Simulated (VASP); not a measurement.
# ZnS in VASP: one cell, several levels of theory, part 2 of 2

VASP 6.6.1, plane waves, PAW.

## 3. Single point with r2SCAN

INCAR reads:

```
ENCUT = 520.000000
SIGMA = 0.010000
EDIFF = 1.00e-07
ALGO = Normal
METAGGA = R2SCAN
PREC = Accurate
IBRION = -1
ISIF = 2
ISMEAR = 0
NBANDS = 16
NELM = 120
NSW = 0
LASPH = .TRUE.
LCHARG = .FALSE.
LWAVE = .FALSE.
LREAL = .FALSE.
```

KPOINTS reads:

```
KPOINTS created by Atomic Simulation Environment
0
Gamma
8 8 8
0 0 0
```

KPOINTS_OPT reads:

```
special points
6
Reciprocal
0.0000000000 0.0000000000 0.0000000000 1
-0.5000000000 -0.5000000000 0.0000000000 1
-0.3750000000 -0.3750000000 0.2500000000 1
-0.3750000000 0.0000000000 0.3750000000 1
0.0000000000 0.0000000000 0.5000000000 1
-0.5000000000 -0.2500000000 0.2500000000 1
```

POSCAR reads:

```
Zn S
 1.0000000000000000
     0.0893056153000000    2.7025688719000001    2.7025688719000001
     2.7025688719000001    0.0893056153000000    2.7025688719000001
     2.7025688719000001    2.7025688719000001    0.0893056153000000
 Zn  S
   1   1
Cartesian
  0.0173784901519031  0.0173784901519031  0.0173784901519031
  1.3562323496230970  1.3562323496230970  1.3562323496230970
```

Launch:

```
$ mpirun -np 1 vasp_std
```

Standard output, without the iteration lines:

```text
POSCAR found type information on POSCAR ZnS
 POSCAR found :  2 types and       2 ions
 -----------------------------------------------------------------------------
|                                                                             |
|                                                                             |
|     You enforced a specific xc type in the INCAR file but a different       |
|     I HOPE YOU KNOW WHAT YOU ARE DOING!                                     |
|                                                                             |
 -----------------------------------------------------------------------------

 LDA part: xc-table for (None), standard interpolation
 POSCAR, INCAR and KPOINTS ok, starting setup
 FFT: planning ... GRIDC
 FFT: planning ... GRID_SOFT
 FFT: planning ... GRID
 WAVECAR not read
 entering main loop
 Start KPOINTS_OPT (optional k-point list driver)
k-point batch [1-6\6]
```

OSZICAR:

```text
N       E                     dE             d eps       ncg     rms          rms(c)
DAV:   1     0.762410655167E+02    0.76241E+02   -0.91629E+03  2088   0.140E+03
DAV:   2    -0.160643332078E+02   -0.92305E+02   -0.86560E+02  2344   0.267E+02
DAV:   3    -0.218319023636E+02   -0.57676E+01   -0.57452E+01  2640   0.658E+01
DAV:   4    -0.218881922071E+02   -0.56290E-01   -0.56279E-01  2440   0.674E+00
DAV:   5    -0.218887737837E+02   -0.58158E-03   -0.58157E-03  2672   0.653E-01    0.781E+00
DAV:   6    -0.188467820789E+02    0.30420E+01   -0.14747E+00  2216   0.382E+01    0.683E+00
DAV:   7    -0.188132033378E+02    0.33579E-01   -0.43864E-01  2608   0.110E+01    0.392E+00
DAV:   8    -0.188275467662E+02   -0.14343E-01   -0.34174E-02  2656   0.177E+00    0.119E+00
DAV:   9    -0.188284565555E+02   -0.90979E-03   -0.36194E-03  2640   0.142E+00    0.126E-01
DAV:  10    -0.188285600225E+02   -0.10347E-03   -0.93233E-04  2512   0.326E-01    0.759E-02
DAV:  11    -0.188285869729E+02   -0.26950E-04   -0.26451E-04  2632   0.469E-01    0.730E-02
DAV:  12    -0.188285990895E+02   -0.12117E-04   -0.13333E-04  2632   0.313E-01    0.140E-02
DAV:  13    -0.188285991700E+02   -0.80510E-07   -0.68319E-06  2544   0.315E-02    0.997E-03
DAV:  14    -0.188285993942E+02   -0.22417E-06   -0.53480E-07  2480   0.100E-02    0.248E-03
DAV:  15    -0.188286001957E+02   -0.80148E-06   -0.65826E-08  1464   0.596E-03    0.900E-04
DAV:  16    -0.188286001676E+02    0.28056E-07   -0.33405E-08  1152   0.128E-03
   1 F= -.18828600E+02 E0= -.18828600E+02  d E =-.236518E-91
       N       E                     dE             ncg
DAV:   1     0.240185484604E+04   -0.33708E+04      200
DAV:   2     0.187463038449E+04   -0.52722E+03      224
DAV:   3     0.184439240101E+04   -0.30238E+02      256
DAV:   4     0.184412350275E+04   -0.26890E+00      216
DAV:   5     0.184412082391E+04   -0.26788E-02      264
DAV:   6     0.184412078109E+04   -0.42816E-04      232
DAV:   7     0.184412078027E+04   -0.82099E-06      256
DAV:   8     0.184412078026E+04   -0.13966E-07      184
```

From OUTCAR:

```text
k-points           NKPTS =     65   k-points in BZ     NKDIM =     65   number of bands    NBANDS=     16

   NELECT =      18.0000    total number of electrons

   dimension x,y,z NGX =    28 NGY =   28 NGZ =   28
   dimension x,y,z NGXF=    56 NGYF=   56 NGZF=   56

  energy-cutoff  :      520.00
  volume of cell :       37.52
      direct lattice vectors                 reciprocal lattice vectors
     0.089305615  2.702568872  2.702568872    -0.194441529  0.188221794  0.188221794
     2.702568872  0.089305615  2.702568872     0.188221794 -0.194441529  0.188221794
     2.702568872  2.702568872  0.089305615     0.188221794  0.188221794 -0.194441529

 k-points in reciprocal lattice and weights: KPOINTS created by Atomic Simulation Env
   0.00000000  0.00000000  0.00000000       0.002
   0.12500000  0.00000000  0.00000000       0.012
   0.25000000  0.00000000  0.00000000       0.012
   0.37500000  0.00000000  0.00000000       0.012
   0.50000000  0.00000000  0.00000000       0.006
   0.12500000  0.12500000 -0.00000000       0.012
   0.25000000  0.12500000 -0.00000000       0.023
   0.37500000  0.12500000  0.00000000       0.023
[... 57 more k-points ...]

 E-fermi :   2.5670

 k-point     1 :       0.0000    0.0000    0.0000
  band No.  band energies     occupation
      1     -11.7256      2.00000
      2      -4.4251      2.00000
      3      -4.3775      2.00000
      4      -4.3775      2.00000
      5      -3.7859      2.00000
      6      -3.7859      2.00000
      7       2.0953      2.00000
      8       2.4255      2.00000
      9       2.4255      2.00000
     10       5.1563      0.00000
     11       8.8111      0.00000
     12       9.4315      0.00000
     13       9.4315      0.00000
     14      14.6891      0.00000
     15      14.6891      0.00000
     16      15.1865      0.00000

 k-point     2 :       0.1250    0.0000    0.0000
  band No.  band energies     occupation
      1     -11.5910      2.00000
      2      -4.4075      2.00000
      3      -4.3698      2.00000
      4      -4.3550      2.00000
      5      -3.7897      2.00000
      6      -3.7865      2.00000
      7       1.2634      2.00000
      8       1.9760      2.00000
      9       2.2567      2.00000
     10       5.8933      0.00000
     11       9.1542      0.00000
     12       9.3074      0.00000
     13       9.6863      0.00000
     14      13.9226      0.00000
     15      14.1155      0.00000
     16      15.9481      0.00000

 k-point     3 :       0.2500    0.0000    0.0000
  band No.  band energies     occupation
      1     -11.2377      2.00000
      2      -4.3640      2.00000
      3      -4.3093      2.00000
      4      -4.3069      2.00000
      5      -3.7903      2.00000
      6      -3.7784      2.00000
      7      -0.5793      2.00000
      8       1.6065      2.00000
      9       1.8906      2.00000
     10       6.3413      0.00000
     11       9.5322      0.00000
     12       9.9552      0.00000
     13      10.1209      0.00000
     14      13.5697      0.00000
     15      14.1012      0.00000
     16      15.1993      0.00000

 k-point     4 :       0.3750    0.0000    0.0000
  band No.  band energies     occupation
      1     -10.8329      2.00000
      2      -4.2855      2.00000
      3      -4.2706      2.00000
      4      -4.1102      2.00000
      5      -3.7721      2.00000
      6      -3.7534      2.00000
      7      -2.2598      2.00000
      8       1.2864      2.00000
      9       1.5655      2.00000
     10       6.1824      0.00000
     11       9.6078      0.00000
     12       9.7873      0.00000
     13      11.3689      0.00000
     14      14.5939      0.00000
     15      15.0581      0.00000
     16      15.5269      0.00000

 k-point     5 :       0.5000    0.0000    0.0000
  band No.  band energies     occupation
      1     -10.6453      2.00000
      2      -4.2648      2.00000
      3      -4.2598      2.00000
      4      -3.7835      2.00000
      5      -3.7372      2.00000
      6      -3.5539      2.00000
      7      -3.3577      2.00000
      8       1.1623      2.00000
      9       1.4394      2.00000
     10       6.0783      0.00000
     11       9.5154      0.00000
     12       9.6527      0.00000
     13      11.8997      0.00000
     14      15.4502      0.00000
     15      15.9302      0.00000
     16      17.0215      0.00000

 k-point     6 :       0.1250    0.1250   -0.0000
  band No.  band energies     occupation
      1     -11.5513      2.00000
      2      -4.4262      2.00000
      3      -4.3543      2.00000
      4      -4.3346      2.00000
      5      -3.8053      2.00000
      6      -3.7730      2.00000
      7       1.2360      2.00000
      8       1.7763      2.00000
      9       1.9925      2.00000
     10       6.2982      0.00000
     11       8.4604      0.00000
     12       9.7654      0.00000
     13      10.0906      0.00000
     14      12.9069      0.00000
     15      14.9006      0.00000
     16      16.5598      0.00000

 k-point     7 :       0.2500    0.1250   -0.0000
  band No.  band energies     occupation
      1     -11.2742      2.00000
      2      -4.4156      2.00000
      3      -4.2986      2.00000
      4      -4.2815      2.00000
      5      -3.8147      2.00000
      6      -3.7615      2.00000
      7      -0.0599      2.00000
      8       1.2768      2.00000
      9       1.6307      2.00000
     10       6.9266      0.00000
     11       8.5430      0.00000
     12      10.2788      0.00000
     13      10.4311      0.00000
     14      12.6418      0.00000
     15      14.8233      0.00000
     16      16.8889      0.00000

 k-point     8 :       0.3750    0.1250    0.0000
  band No.  band energies     occupation
      1     -10.8813      2.00000
      2      -4.3239      2.00000
      3      -4.2449      2.00000
      4      -4.1759      2.00000
      5      -3.7908      2.00000
      6      -3.7454      2.00000
      7      -1.6771      2.00000
      8       0.9307      2.00000
      9       1.1746      2.00000
     10       6.8692      0.00000
     11       9.1604      0.00000
     12      10.4259      0.00000
     13      10.7186      0.00000
     14      13.9217      0.00000
     15      15.6202      0.00000
     16      16.2632      0.00000

[... the tables of k-points 9 to 65 left out ...]

  Total        0.8363680      0.8363680      0.8363680     -0.4133649     -0.4133649     -0.4133649
  in kB       35.7123100     35.7123100     35.7123100    -17.6503827    -17.6503827    -17.6503827
  external PRESSURE =      35.7123100 kB  Pullay stress =       0.0000000 kB

 POSITION                                       TOTAL-FORCE (eV/Angst)
 -----------------------------------------------------------------------------------
      0.01738      0.01738      0.01738         0.003787      0.003787      0.003787
      1.35623      1.35623      1.35623        -0.003787     -0.003787     -0.003787
 -----------------------------------------------------------------------------------
    total drift:                                0.005158      0.005158      0.005159

  FREE ENERGIE OF THE ION-ELECTRON SYSTEM (eV)
  ---------------------------------------------------
  free  energy   TOTEN  =       -18.8286001676 eV

  energy  without entropy=      -18.8286001676  energy(sigma->0) =      -18.82860017
```

Hardware: 1 MPI rank of Intel Xeon Platinum 8488C, shared host.

The levels at the points of KPOINTS_OPT are read from vasprun.xml.

Levels at the named points, in eV from the top of band v (v: the last filled band by count, c: the next):

| point | v−1 | v | c | c+1 |
| --- | --- | --- | --- | --- |
| Γ | 0.00 | 0.00 | 2.73 | 6.39 |
| X | -2.75 | -2.38 | 3.40 | 4.46 |
| U | -3.61 | -1.94 | 4.60 | 6.12 |
| K | -3.45 | -2.27 | 4.08 | 6.75 |
| L | -1.26 | -0.99 | 3.65 | 7.09 |
| W | -3.22 | -3.02 | 5.83 | 6.74 |

r2SCAN gives a direct gap of 2.73 eV at Γ. Pressure: 3.57 GPa; the forces vanish within 0.01 eV/Å.

## 4. Summary

The summary covers parts 1 to 2.

```
 level  gap (eV)  pressure (GPa)  Ansatz: gap (eV)  Ansatz: pressure (GPa)
   PBE      2.17            5.99              2.16                    5.80
r2SCAN      2.73            3.57              2.72                    3.54
```

In words: The gap runs from 2.17 eV (PBE) to 2.73 eV (r2SCAN). The pressure is highest with PBE (6.0 GPa) and lowest with r2SCAN (3.6 GPa), which orders the cells that they would relax to. The two programs agree on the gap within 0.02 eV, far less than the spread between functionals. Each program uses its own PAW datasets and cutoff.
